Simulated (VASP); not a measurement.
Computed with vdW-DF-cx, VASP's PBE PAW potentials (set 64) (plane waves; VASP).

Input for VASP

### POSCAR
```
CsI
1.0
  4.5700000000   0.0000000000   0.0000000000
  0.0000000000   4.5700000000   0.0000000000
  0.0000000000   0.0000000000   4.5700000000
Cs I
1 1
Cart
  0.0000000000   0.0000000000   0.0000000000
  2.2850000000   2.2850000000   2.2850000000
```

KPOINTS:
```
kpoints
0
gamma
 5 5 5
```

**INCAR**
```
SYSTEM=CsI
PREC=Accurate; ENCUT=520; LREAL=.False.
LASPH=.True.
EDIFF=1E-6; NELM=100; ALGO=Normal
LMAXMIX=4
ISMEAR=0; SIGMA=0.05
GGA=CX; LUSE_VDW=.True.; AGGAC=0.0
IBRION=2; NSW=60; ISIF=3
EDIFFG=-0.01
LWAVE=.False.; LCHARG=.False.
```

POTCAR, in this order: Cs_sv I (PBE.64 set). Program: vasp_std.

The resulting files:

### OSZICAR
```
       N       E                     dE             d eps       ncg     rms          rms(c)
DAV:   1     0.965328752830E+02    0.96533E+02   -0.61814E+03   240   0.110E+03
DAV:   2     0.612708100881E+01   -0.90406E+02   -0.85414E+02   344   0.166E+02
DAV:   3    -0.847639158011E+00   -0.69747E+01   -0.69637E+01   316   0.534E+01
DAV:   4    -0.936853932928E+00   -0.89215E-01   -0.89202E-01   272   0.759E+00
DAV:   5    -0.938143623716E+00   -0.12897E-02   -0.12897E-02   316   0.947E-01    0.139E+00
DAV:   6    -0.826124762429E+00    0.11202E+00   -0.15889E-01   268   0.191E+00    0.101E+00
DAV:   7    -0.807921927183E+00    0.18203E-01   -0.13286E-01   276   0.183E+00    0.515E-01
DAV:   8    -0.813975487309E+00   -0.60536E-02   -0.12540E-02   260   0.759E-01    0.789E-02
DAV:   9    -0.814785278361E+00   -0.80979E-03   -0.11840E-03   272   0.239E-01    0.681E-02
DAV:  10    -0.814974175297E+00   -0.18890E-03   -0.24987E-04   260   0.117E-01    0.137E-02
DAV:  11    -0.814980736839E+00   -0.65615E-05   -0.40470E-05   300   0.365E-02    0.460E-03
DAV:  12    -0.814984151058E+00   -0.34142E-05   -0.87031E-06   256   0.223E-02    0.244E-03
DAV:  13    -0.814984253676E+00   -0.10262E-06   -0.31089E-07   208   0.386E-03
   1 F= -.81498425E+00 E0= -.81498425E+00  d E =-.814984E+00
       N       E                     dE             d eps       ncg     rms          rms(c)
DAV:   1    -0.841281533270E+00   -0.26297E-01   -0.44006E-01   240   0.386E+00    0.701E-01
DAV:   2    -0.822989825119E+00    0.18292E-01   -0.24730E-02   244   0.928E-01    0.295E-01
DAV:   3    -0.817823888656E+00    0.51659E-02   -0.16319E-02   240   0.706E-01    0.170E-01
DAV:   4    -0.817807844705E+00    0.16044E-04   -0.19594E-04   256   0.985E-02    0.132E-01
DAV:   5    -0.817788337824E+00    0.19507E-04   -0.13133E-04   284   0.710E-02    0.170E-02
DAV:   6    -0.817787916020E+00    0.42180E-06   -0.13790E-05   264   0.223E-02    0.514E-03
DAV:   7    -0.817789101506E+00   -0.11855E-05   -0.17851E-06   212   0.100E-02    0.374E-03
DAV:   8    -0.817789001659E+00    0.99847E-07   -0.10248E-07   132   0.234E-03
   2 F= -.81778900E+00 E0= -.81778900E+00  d E =-.280475E-02
       N       E                     dE             d eps       ncg     rms          rms(c)
DAV:   1    -0.836628534532E+00   -0.18839E-01   -0.33603E-01   240   0.337E+00    0.613E-01
DAV:   2    -0.822689494084E+00    0.13939E-01   -0.18775E-02   244   0.812E-01    0.259E-01
DAV:   3    -0.818736831656E+00    0.39527E-02   -0.12471E-02   240   0.619E-01    0.148E-01
DAV:   4    -0.818725590002E+00    0.11242E-04   -0.14933E-04   256   0.860E-02    0.116E-01
DAV:   5    -0.818710984596E+00    0.14605E-04   -0.99263E-05   272   0.618E-02    0.144E-02
DAV:   6    -0.818710631796E+00    0.35280E-06   -0.10242E-05   256   0.193E-02    0.447E-03
DAV:   7    -0.818711619243E+00   -0.98745E-06   -0.12773E-06   172   0.871E-03
   3 F= -.81871162E+00 E0= -.81871162E+00  d E =-.372737E-02
```

OUTCAR:
```
------------------------ aborting loop because EDIFF is reached ----------------------------------------
  FORCE on cell =-STRESS in cart. coord.  units (eV):
  Direction    XX          YY          ZZ          XY          YZ          ZX
  --------------------------------------------------------------------------------------
  Total       -0.0107364     -0.0107364     -0.0107364      0.0000000     -0.0000000      0.0000000
  in kB       -0.1858546     -0.1858546     -0.1858546      0.0000000     -0.0000000      0.0000000
  external PRESSURE =      -0.1858546 kB  Pullay stress =       0.0000000 kB
  volume of cell :       92.55
      direct lattice vectors                 reciprocal lattice vectors
     4.523404937 -0.000000000  0.000000000     0.221072403 -0.000000000 -0.000000000
     0.000000000  4.523404937 -0.000000000     0.000000000  0.221072403 -0.000000000
     0.000000000  0.000000000  4.523404937    -0.000000000  0.000000000  0.221072403
 POSITION                                       TOTAL-FORCE (eV/Angst)
 -----------------------------------------------------------------------------------
      0.00000      0.00000      0.00000        -0.000000      0.000000      0.000000
      2.26170      2.26170      2.26170         0.000000      0.000000      0.000000
 -----------------------------------------------------------------------------------
    total drift:                               -0.000000      0.000000      0.000000
  FREE ENERGIE OF THE ION-ELECTRON SYSTEM (eV)
  ---------------------------------------------------
  free  energy   TOTEN  =        -0.8187116192 eV

  energy  without entropy=       -0.8187116192  energy(sigma->0) =       -0.81871162

 reached required accuracy - stopping structural energy minimisation
```
(Selected blocks of OUTCAR.)

File CONTCAR:
```
CsI
   1.00000000000000
     4.5234049371359824   -0.0000000000000000    0.0000000000000000
     0.0000000000000000    4.5234049371359824   -0.0000000000000000
     0.0000000000000000    0.0000000000000000    4.5234049371359824
  Cs              I
     1     1
Direct
     0.0000000000000000    0.0000000000000000    0.0000000000000000
     0.5000000000000000    0.5000000000000000    0.5000000000000000
```

File OUTCAR:
```
 val. band max:        0.8683718779   @ k =   0.4000   0.4000   0.0000

 cond. band min:       4.8975883955   @ k =   0.0000   0.0000   0.0000


 Fermi energy:         1.1393270741

 k-point     1 :       0.0000    0.0000    0.0000
  band No.  band energies     occupation
      1     -19.4498      2.00000
      2      -9.8035      2.00000
      3      -6.1336      2.00000
      4      -6.1336      2.00000
      5      -6.1336      2.00000
      6       0.8345      2.00000
      7       0.8345      2.00000
      8       0.8345      2.00000
      9       4.8976      0.00000
     10       5.0699      0.00000
     11       5.0699      0.00000
     12       8.7284      0.00000

 k-point     2 :       0.2000    0.0000    0.0000
  band No.  band energies     occupation
      1     -19.4402      2.00000
      2      -9.8089      2.00000
      3      -6.1884      2.00000
      4      -6.1091      2.00000
      5      -6.1091      2.00000
      6       0.1750      2.00000
      7       0.7745      2.00000
      8       0.7745      2.00000
      9       5.3162      0.00000
     10       5.6597      0.00000
     11       6.0125      0.00000
     12       8.6399      0.00000

 k-point     3 :       0.4000    0.0000    0.0000
  band No.  band energies     occupation
      1     -19.4245      2.00000
      2      -9.8216      2.00000
      3      -6.2578      2.00000
      4      -6.0688      2.00000
      5      -6.0688      2.00000
      6      -0.6039      2.00000
      7       0.6739      2.00000
      8       0.6739      2.00000
      9       5.9480      0.00000
     10       7.1412      0.00000
     11       7.5638      0.00000
     12       8.0099      0.00000

 k-point     4 :       0.2000    0.2000    0.0000
  band No.  band energies     occupation
      1     -19.4309      2.00000
      2      -9.7903      2.00000
      3      -6.2756      2.00000
      4      -6.1273      2.00000
      5      -6.0879      2.00000
      6       0.0650      2.00000
...
```

Energy and stress use the plane-wave basis of the starting cell. Unless said otherwise, spin-orbit coupling is left out, though it shifts the bands of the heavy elements here.

The compound is CsI in the CsCl type structure. This run relaxes it. Symmetry was kept, so distortions that lower it aren't found.
